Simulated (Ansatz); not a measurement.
# Te2Mo: the cost of one run

Method: DFT PBE+D3(BJ), scalar-relativistic, plane waves, PAW, in Ansatz 0.2.0.

1 further run of the same task is left out (set aside as unsound or not needed). Runs told in other sessions of the task aren't counted.

**1. The structure to begin with**

It takes space group P6_3/mmc (No. 194, hexagonal). Conventional cell: a = 3.496 Å, b = 3.496 Å, c = 13.703 Å, α = 90.00°, β = 90.00°, γ = 120.00°. Te (site symmetry 3m) has 3 Mo at 2.72 Å in its first shell of neighbours. Mo (site symmetry -6m2) has 6 Te at 2.72 Å in its first shell of neighbours.

As a file:

```
CELL_PARAMETERS angstrom
3.49649 0.00000 0.00000
-1.74824 3.02805 0.00000
0.00000 0.00000 13.70320
ATOMIC_POSITIONS crystal
Te 0.33333 0.66667 0.61737
Te 0.66667 0.33333 0.11737
Te 0.33333 0.66667 0.88263
Te 0.66667 0.33333 0.38263
Mo 0.33333 0.66667 0.25000
Mo 0.66667 0.33333 0.75000
```

It is the result of an earlier relaxation at this level (volume 24.18 Å³/atom; gap on the mesh: 0.68 eV).

**2. Plan of the line**

The energy is mapped over a normal mode and a strain (zone-centre modes of the cell shown) (x along [1 0 0], y along [1 2 0], z along [0 0 1] of the conventional cell).

First coordinate, amplitude of mode 4 (31 cm⁻¹), largest displacement in the unstrained cell: 7 values from −0.603 Å. Second coordinate, equal normal strain along x and y: 7 values from −4.00 %.

Nothing else is relaxed (the pattern is fixed in fractional coordinates). Energies count from the relaxed high-symmetry cell. Points are written as (first, second).

The modes come from a phonon run on the reference cell, made beforehand.

The patterns, per unit of each coordinate (Å):

```
atom      x1     y1     z1
 Te1   1.000  0.000  0.000
 Te2  -1.000  0.000  0.000
 Te3   1.000  0.000  0.000
 Te4  -1.000  0.000  0.000
 Mo5  -0.989  0.000  0.000
 Mo6   0.989  0.000  0.000
```

**3. The run at (0.000 Å, −4.00 %)**

File input.yaml:

```yaml
crystal:
  lattice:
    - [3.3566263142, 0.0, 0.0]
    - [-1.6783131571, 2.9069236591, 0.0]
    - [0.0, 0.0, 13.7031983276]
  atoms:
    - { symbol: Te, position: [0.3333333333, 0.6666666667, 0.6173688251] }
    - { symbol: Te, position: [0.6666666667, 0.3333333333, 0.1173688251] }
    - { symbol: Te, position: [0.3333333333, 0.6666666667, 0.8826311749] }
    - { symbol: Te, position: [0.6666666667, 0.3333333333, 0.3826311749] }
    - { symbol: Mo, position: [0.3333333333, 0.6666666667, 0.25] }
    - { symbol: Mo, position: [0.6666666667, 0.3333333333, 0.75] }
basis:
  ecutwfc: 420
kpoints:
  mp_grid: { grid: [9, 9, 2] }
hamiltonian:
  xc: pbe
  pseudopotentials: { kind: paw, azcp: { folder: soft_1 } }
  dispersion: d3bj
scf:
  occupations: { method: gaussian, width: 0.05 }
output:
  forces: true
  stress: true
  eigenvalues: true
  write_density: true
  write_potential: true
  elf: true
  volumetric_format: npy
```

Command:

```bash
> ansatz run input.yaml --threads 2 --pin off --max-ram 4096MiB --backend cpu --events-out ev --progress --plain --runs-dir out
```

What time and memory should one allow on 2 threads of Arm Neoverse V2, shared host?

About 5.8 s, with a peak of 0.47 GiB.
